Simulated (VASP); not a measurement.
# Ir (R-3m) in VASP: a series of runs

The runs below take Ir through single point, relaxation of cell and atoms, with PBE.

Program: VASP 6.6.1. These are calculated values, not measurements. Logs are shortened: lines on timing, memory, paths and dates and some standing lists are left out, and cuts for length are marked.

### Step 1. Starting point

Symmetry: R-3m, No. 166, trigonal system. Conventional cell: a = 2.713 Å, b = 2.713 Å, c = 14.278 Å, α = 90.00°, β = 90.00°, γ = 120.00°. Ir (site symmetry 3m) has 10 Ir at 2.55 to 2.71 Å as nearest neighbours.

The cell was built by a generator and needn't be a form met in nature.

### Step 2. Single point, PBE

INCAR reads:

```
ALGO     = Normal         # electronic algorithm
EDIFF    = 1E-6           # SCF threshold, eV
ENCUT    = 520            # plane-wave cutoff, eV
GGA      = PE             # functional
ISIF     = 2              # what is computed and relaxed
ISMEAR   = 0              # smearing method
LASPH    = T              # aspherical terms in the spheres
LCHARG   = F              # write CHGCAR
LREAL    = F              # projectors in reciprocal space
LWAVE    = F              # write WAVECAR
NBANDS   = 16             # bands
NELM     = 100            # most SCF steps
PREC     = Accurate       # precision mode
SIGMA    = 0.1            # smearing width, eV
```

KPOINTS reads:

```
k-points
0
Gamma
  6 6 6
```

POSCAR reads:

```
Ir
1.0
    1.3562645597      0.7830397086      4.7593728821
   -1.3562645597      0.7830397086      4.7593728821
    0.0000000000     -1.5660794173      4.7593728821
Ir
2
Direct
    0.0892826921      0.0892826921      0.0892826921
    0.9107173079      0.9107173079      0.9107173079
```

Potentials or basis: VASP PAW PBE potentials, release 64 (Ir).

Launch:

```
$ cat potpaw_PBE.64/Ir/POTCAR > POTCAR
$ mpirun -np 1 vasp_std > vasp.out
```

OUTCAR:

```text
EDIFF = 1E-6
   ENCUT = 520
   GGA = PE
   ISIF = 2
   ISMEAR = 0
   LASPH = T
   LREAL = F
   NELM = 100
   PREC = Accurate

 ion  position               nearest neighbor table
   1  0.089  0.089  0.089-   2 2.55   2 2.71   2 2.71   2 2.71
   2  0.911  0.911  0.911-   1 2.55   1 2.71   1 2.71   1 2.71

  LATTYP: Found a trigonal (rhomboedric) cell.
 ALAT       =     5.0104126549
 COS(alpha) =     0.8534547213

  Lattice vectors:

 A1 = (   1.3562645597,   0.7830397086,   4.7593728821)
 A2 = (  -1.3562645597,   0.7830397086,   4.7593728821)
 A3 = (   0.0000000000,  -1.5660794173,   4.7593728821)

Analysis of symmetry for initial positions (statically):
=====================================================================
 Subroutine PRICEL returns:
 Original cell was already a primitive cell.

 Routine SETGRP: Setting up the symmetry group for a
 trigonal (rhombohedral) supercell.

 Subroutine GETGRP returns: Found 12 space group operations
 (whereof 12 operations were pure point group operations)
 out of a pool of 12 trial point group operations.

The static configuration has the point symmetry D_3d.

Analysis of symmetry for dynamics (positions and initial velocities):
=====================================================================
 Subroutine PRICEL returns:
 Original cell was already a primitive cell.

 Routine SETGRP: Setting up the symmetry group for a
 trigonal (rhombohedral) supercell.

 Subroutine GETGRP returns: Found 12 space group operations
 (whereof 12 operations were pure point group operations)
 out of a pool of 12 trial point group operations.

The dynamic configuration has the point symmetry D_3d.

 Subroutine INISYM returns: Found 12 space group operations
 (whereof 12 operations are pure point group operations),
 and found     1 'primitive' translations

----------------------------------------------------------------------------------------

                                     Primitive cell

  volume of cell :      30.3270

  direct lattice vectors                    reciprocal lattice vectors
     1.356264560  0.783039709  4.759372882     0.368659637  0.212845741  0.070037238
    -1.356264560  0.783039709  4.759372882    -0.368659637  0.212845741  0.070037238
     0.000000000 -1.566079417  4.759372882     0.000000000 -0.425691481  0.070037238

  length of vectors
     5.010412655  5.010412655  5.010412655     0.431414478  0.431414478  0.431414478

  position of ions in fractional coordinates (direct lattice)
     0.089282692  0.089282692  0.089282692
     0.910717308  0.910717308  0.910717308

  ion indices of the primitive-cell ions
   primitive index   ion index
                 1           1
                 2           2

----------------------------------------------------------------------------------------

 KPOINTS: k-points

Automatic generation of k-mesh.
 Grid dimensions read from file:
 generate k-points for:    6    6    6

 Generating k-lattice:

  Cartesian coordinates                     Fractional coordinates (reciprocal lattice)
     0.061443273  0.035474290  0.011672873     0.166666667 -0.000000000 -0.000000000
    -0.061443273  0.035474290  0.011672873    -0.000000000  0.166666667 -0.000000000
     0.000000000 -0.070948580  0.011672873    -0.000000000 -0.000000000  0.166666667

  Length of vectors
     0.071902413  0.071902413  0.071902413

  Shift w.r.t. Gamma in fractional coordinates (k-lattice)
     0.000000000  0.000000000  0.000000000

 Subroutine IBZKPT returns following result:
 ===========================================

 Found     32 irreducible k-points:

 Following reciprocal coordinates:
            Coordinates               Weight
  0.000000  0.000000  0.000000      1.000000
  0.166667 -0.000000  0.000000      6.000000
  0.333333 -0.000000  0.000000      6.000000
  0.500000  0.000000  0.000000      3.000000
  0.166667  0.166667  0.000000      6.000000
  0.333333  0.166667  0.000000     12.000000
[... 16 lines left out ...]
  0.500000  0.500000  0.166667      6.000000
 -0.333333  0.500000  0.166667     12.000000
 [... further k-points ...]
   k-points           NKPTS =     32   k-points in BZ     NKDIM =     32   number of bands    NBANDS=     16
   number of dos      NEDOS =    301   number of ions     NIONS =      2
   total plane-waves  NPLWV =  64000
   dimension x,y,z NGX =    40 NGY =   40 NGZ =   40
   dimension x,y,z NGXF=    80 NGYF=   80 NGZF=   80
   ions per type =               2
   NGX,Y,Z   is equivalent  to a cutoff of  13.27, 13.27, 13.27 a.u.
   NGXF,Y,Z  is equivalent  to a cutoff of  26.54, 26.54, 26.54 a.u.
 SYSTEM =  unknown system
   PREC   = accura    normal or accurate (medium, high low for compatibility)
   ISTART =      0    job   : 0-new  1-cont  2-samecut
   ICHARG =      2    charge: 1-file 2-atom 10-const
   ISPIN  =      1    spin polarized calculation?
   LNONCOLLINEAR =      F non collinear calculations
   LSORBIT =      F    spin-orbit coupling
   LASPH  =      T    aspherical Exc in radial PAW
   ENCUT  =  520.0 eV  38.22 Ry    6.18 a.u.   9.32  9.32  9.32*2*pi/ulx,y,z
   NELM   =    100;   NELMIN=  2; NELMDL= -5     # of ELM steps
   EDIFF  = 0.1E-05   stopping-criterion for ELM
   LREAL  =      F    real-space projection
   EDIFFG = 0.1E-04   stopping-criterion for IOM
   NSW    =      0    number of steps for IOM
   IBRION =     -1    ionic relax: 0-MD 1-quasi-New 2-CG
   NFREE  =      0    steps in history (QN), initial steepest desc. (CG)
   ISIF   =      2    stress and relaxation
   ISYM   =      2    0-nonsym 1-usesym 2-fastsym
   POTIM  = 0.5000    time-step for ionic-motion
   TEBEG  =    0.0;   TEEND  =   0.0 temperature during run
   PSTRESS=    0.0 pullay stress
   NELECT =      18.0000    total number of electrons
   NUPDOWN=      -1.0000    fix difference up-down
   EMIN   =  10.00;   EMAX   =-10.00  energy-range for DOS
   EFERMI =   0.00;   METHOD = LEGACY
   ISMEAR =     0;   SIGMA  =   0.10  broadening in eV -4-tet -1-fermi 0-gaus
   EFERMI_NEDOS =   21; number of points for ismear=-14 and -15
   IALGO  =     38    algorithm
   IMIX   =      4    mixing-type and parameters
     AMIX     =   0.40;   BMIX     =  1.00
     AMIX_MAG =   1.60;   BMIX_MAG =  1.00
  volume/ion in A,a.u.               =      15.16       102.33
  Fermi-wavevector in a.u.,A,eV,Ry     =   1.375802  2.599889 25.753531  1.892831
  Thomas-Fermi vector in A             =   2.501105
   LORBIT       =      0    0 simple, 1 ext, 2 COOP (PROOUT), +10 PAW based schemes
   GGA     = PE    functional components
   LHFCALC =     F    Hartree Fock is set to
   AEXX    =    0.0000 exact exchange contribution
   IVDW    =     0    specifies the selected vdW correction
   LEPSILON=     F    determine dielectric tensor
   LRPA    =     F    only Hartree local field effects (RPA)
 non-spin polarized calculation
 Gauss-broadening in eV      SIGMA  =   0.10
  energy-cutoff  :      520.00
  volume of cell :       30.33
 maximum number of plane-waves:       828
 NGX is ok and might be reduce to    40
   NGX = 19   NGY = 19   NGZ = 19

 number of electron      18.0000000 magnetization

 Free energy of the ion-electron system (eV)
  ---------------------------------------------------
  ext. energy  EPLUGINS =         0.00000000
  ---------------------------------------------------
  free energy    TOTEN  =       -17.28116221 eV

  energy without entropy =      -17.26989695  energy(sigma->0) =      -17.27552958

 E-fermi :   9.0051     XC(G=0): -13.5260

 val. band max:        8.9780799216   @ k =  -0.3333  -0.3333   0.1667
 cond. band min:       9.0067098125   @ k =   0.3333   0.1667   0.0000
 fundamental gap:      0.0286298909
 Fermi energy:         9.0050985381

 k-point     1 :       0.0000    0.0000    0.0000
  band No.  band energies     occupation
      1      -1.1648      2.00000
      2       1.8675      2.00000
      3       4.0659      2.00000
      4       5.9019      2.00000
      5       5.9019      2.00000
      6       5.9022      2.00000
[... 8 lines left out ...]
     15      24.8065      0.00000
     16      27.2075      0.00000

 k-point     2 :       0.1667   -0.0000    0.0000
  band No.  band energies     occupation
      1      -0.1346      2.00000
      2       2.8138      2.00000
      3       4.3506      2.00000
      4       4.9235      2.00000
      5       5.4919      2.00000
      6       5.9307      2.00000
[... 8 lines left out ...]
     15      26.0771      0.00000
     16      27.4388      0.00000

 k-point     3 :       0.3333   -0.0000    0.0000
  band No.  band energies     occupation
      1       1.6009      2.00000
      2       2.8526      2.00000
      3       3.3227      2.00000
      4       4.6355      2.00000
      5       5.7811      2.00000
      6       7.2287      2.00000
[... 8 lines left out ...]
     15      24.1984      0.00000
     16      26.6790      0.00000

 k-point     4 :       0.5000    0.0000    0.0000
  band No.  band energies     occupation
      1       1.9121      2.00000
      2       2.1625      2.00000
      3       2.8230      2.00000
      4       4.6190      2.00000
      5       7.1084      2.00000
      6       7.7510      2.00000
[... 8 lines left out ...]
     15      20.6362      0.00000
     16      25.0190      0.00000

 k-point     5 :       0.1667    0.1667    0.0000
  band No.  band energies     occupation
      1      -0.0479      2.00000
      2       2.7293      2.00000
      3       4.4269      2.00000
      4       5.0843      2.00000
      5       5.3247      2.00000
      6       6.0373      2.00000
[... 8 lines left out ...]
     15      25.6923      0.00000
     16      27.5008      0.00000

 k-point     6 :       0.3333    0.1667    0.0000
  band No.  band energies     occupation
      1       1.6273      2.00000
      2       3.6888      2.00000
      3       3.8150      2.00000
      4       4.5127      2.00000
      5       5.1421      2.00000
      6       5.5294      2.00000
[... 8 lines left out ...]
     15      24.1261      0.00000
     16      24.4822      0.00000
[... 267 lines left out ...]
 k-point    21 :      -0.3333    0.3333    0.1667
  band No.  band energies     occupation
      1       2.5924      2.00000
      2       3.0993      2.00000
      3       3.4539      2.00000
      4       5.1892      2.00000
      5       5.4982      2.00000
      6       5.6371      2.00000
[... 8 lines left out ...]
     15      21.4022      0.00000
     16      23.6776      0.00000

 k-point    22 :      -0.1667    0.3333    0.1667
  band No.  band energies     occupation
      1       2.5249      2.00000
      2       3.3123      2.00000
      3       3.6372      2.00000
      4       4.6009      2.00000
      5       5.6708      2.00000
      6       5.8747      2.00000
[... 8 lines left out ...]
     15      20.1268      0.00000
     16      22.4210      0.00000

 k-point    23 :       0.5000    0.5000    0.1667
  band No.  band energies     occupation
      1       2.2491      2.00000
      2       2.7690      2.00000
      3       3.1514      2.00000
      4       4.7218      2.00000
      5       6.1374      2.00000
      6       6.1806      2.00000
[... 8 lines left out ...]
     15      23.2584      0.00000
     16      23.8438      0.00000

 k-point    24 :      -0.3333    0.5000    0.1667
  band No.  band energies     occupation
      1       2.9273      2.00000
      2       3.0882      2.00000
      3       3.4651      2.00000
      4       4.8202      2.00000
      5       5.0852      2.00000
      6       6.0663      2.00000
[... 8 lines left out ...]
     15      20.6466      0.00000
     16      24.6397      0.00000

 [... further k-points ...]

------------------------ aborting loop because EDIFF is reached ----------------------------------------

  FORCE on cell =-STRESS in cart. coord.  units (eV):
  Direction    XX          YY          ZZ          XY          YZ          ZX
  --------------------------------------------------------------------------------------
  -------------------------------------------------------------------------------------
  Total        0.0682825      0.0682825      0.0416577      0.0000000     -0.0000000      0.0000000
  in kB        3.6073728      3.6073728      2.2007813      0.0000000     -0.0000000      0.0000000
  external PRESSURE =       3.1385089 kB  Pullay stress =       0.0000000 kB

 VOLUME and BASIS-vectors are now :
 -----------------------------------------------------------------------------
  energy-cutoff  :      520.00
  volume of cell :       30.33
      direct lattice vectors                 reciprocal lattice vectors
     1.356264560  0.783039709  4.759372882     0.368659637  0.212845741  0.070037238
    -1.356264560  0.783039709  4.759372882    -0.368659637  0.212845741  0.070037238
     0.000000000 -1.566079417  4.759372882     0.000000000 -0.425691481  0.070037238

 POSITION                                       TOTAL-FORCE (eV/Angst)
 -----------------------------------------------------------------------------------
      0.00000     -0.00000      1.27479         0.000000      0.000000     -0.034693
      0.00000     -0.00000     13.00333         0.000000     -0.000000      0.034693
 -----------------------------------------------------------------------------------
    total drift:                               -0.000000      0.000000     -0.000000

  FREE ENERGIE OF THE ION-ELECTRON SYSTEM (eV)
  ---------------------------------------------------
  free  energy   TOTEN  =       -17.2811622122 eV

  energy  without entropy=      -17.2698969520  energy(sigma->0) =      -17.27552958
```

Run time: 27 s. Hardware: 1 thread of Intel Xeon 6975P-C (Granite Rapids), shared host; peak memory 0.24 GiB.

What came out:

```yaml
Free_energy: -17.2812 eV
Pressure: 0.3 GPa
Largest_force: 0.035 eV/Å
Band_gap_on_the_k_mesh: none (metal or under the smearing width)
```

Forces in eV/Å, atoms in the order of the input:
```
Ir   0.000  0.000 -0.035
Ir   0.000  0.000  0.035
```

Caveat: the k mesh is coarse (spacing up to 0.45 Å⁻¹), so the values aren't converged.

(Part 1 of 2 ends here.)
